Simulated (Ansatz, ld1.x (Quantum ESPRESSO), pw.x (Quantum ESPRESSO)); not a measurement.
pw.x on fcc K: one setting changed

Potential: ultrasoft, ld1.x (Quantum ESPRESSO) 7.5, PBE; core [Ne], reference 3s2 3p6 4s0.75 4p0.25; waves: 3s (bound): rcut 1.70, rcutus 2.20 bohr; 4s (bound): rcut 1.70, rcutus 2.20 bohr; 3p (bound): rcut 2.55, rcutus 2.90 bohr; 4p (bound): rcut 2.55, rcutus 2.90 bohr; 3d channel at -0.15 Ry: rcut 1.75, rcutus 2.40 bohr; local part: all-electron potential smoothed inside 2.75 bohr (lloc = -1); core correction: a·sin(br)/r model core inside 2.00 bohr; augmentation: PSQ, radius 1.80 bohr.

The reference run (k-mesh 9³, cutoffs 40/320 Ry, Fermi–Dirac 0.01 Ry, mixing_beta 0.4, conv_thr 1e-9, no spin) gives -0.01 GPa at 74.503 Å³/atom, where all-electron LAPW gives -0.01 GPa. This run, with its own iteration cap, changes mixing_ndim to 4.

```
&control
  calculation='scf', prefix='x', pseudo_dir='./', outdir='./tmp', tstress=.true., disk_io='none'
/
&system
  ibrav=0, nat=1, ntyp=1, ecutwfc=40, ecutrho=320, nbnd=12,
  occupations='smearing', smearing='fd', degauss=0.01
/
&electrons
  conv_thr=1e-09, mixing_beta=0.4, electron_maxstep=50, mixing_ndim=4
/
ATOMIC_SPECIES
K 1.0 K.UPF
CELL_PARAMETERS angstrom
  0.00000000 3.33975484 3.33975484
  3.33975484 0.00000000 3.33975484
  3.33975484 3.33975484 0.00000000
ATOMIC_POSITIONS crystal
K 0.0000 0.0000 0.0000
K_POINTS automatic
9 9 9 0 0 0
```

```bash
pw.x < K.scf.in > K.scf.out
```

Problem. How does the run end?

Solution. It converges in 10 iterations; the free energy moves by +0.0 meV/atom and the pressure by +0.00 GPa. The result is that of the reference run.

```
Message from routine setup:
     using ibrav=0 with symmetry is DISCOURAGED, use correct ibrav instead
     lattice parameter (alat)  =       8.9254  a.u.
     unit-cell volume          =     502.7712 (a.u.)^3
     number of electrons       =         9.00
     number of Kohn-Sham states=           12
     kinetic-energy cutoff     =      40.0000  Ry
     charge density cutoff     =     320.0000  Ry
     scf convergence threshold =      1.0E-09
     Exchange-correlation= PBE
     number of k points=    35  Fermi-Dirac smearing, width (Ry)=  0.0100
     iteration #  1     ecut=    40.00 Ry     beta= 0.40
     total energy              =     -56.80858214 Ry
     estimated scf accuracy    <       0.00391583 Ry
     iteration #  2     ecut=    40.00 Ry     beta= 0.40
     total energy              =     -56.80839885 Ry
     estimated scf accuracy    <       0.00076409 Ry
     iteration #  3     ecut=    40.00 Ry     beta= 0.40
     total energy              =     -56.80898641 Ry
     estimated scf accuracy    <       0.00018579 Ry
     [... 4 iterations left out ...]
     iteration #  8     ecut=    40.00 Ry     beta= 0.40
     total energy              =     -56.80870720 Ry
     estimated scf accuracy    <       0.00000001 Ry
     iteration #  9     ecut=    40.00 Ry     beta= 0.40
     total energy              =     -56.80870720 Ry
     estimated scf accuracy    <          6.9E-09 Ry
     iteration # 10     ecut=    40.00 Ry     beta= 0.40
     the Fermi energy is     1.7442 ev
!    total energy              =     -56.80870720 Ry
     estimated scf accuracy    <          4.7E-10 Ry
     smearing contrib. (-TS)   =      -0.00349262 Ry
     The total energy is F=E-TS. E is the sum of the following terms:
     one-electron contribution =     -38.24513313 Ry
     hartree contribution      =      19.41044195 Ry
     xc contribution           =      -8.54881792 Ry
     ewald contribution        =     -29.42170547 Ry
     convergence has been achieved in  10 iterations
          total   stress  (Ry/bohr**3)                   (kbar)     P=       -0.05
     Message from routine punch:
     Nothing written, as per user request (disk_io='none')
```

The run took about 17 s on one core of a shared host (Neoverse-V2, 96 threads, 742 GiB, load 45).
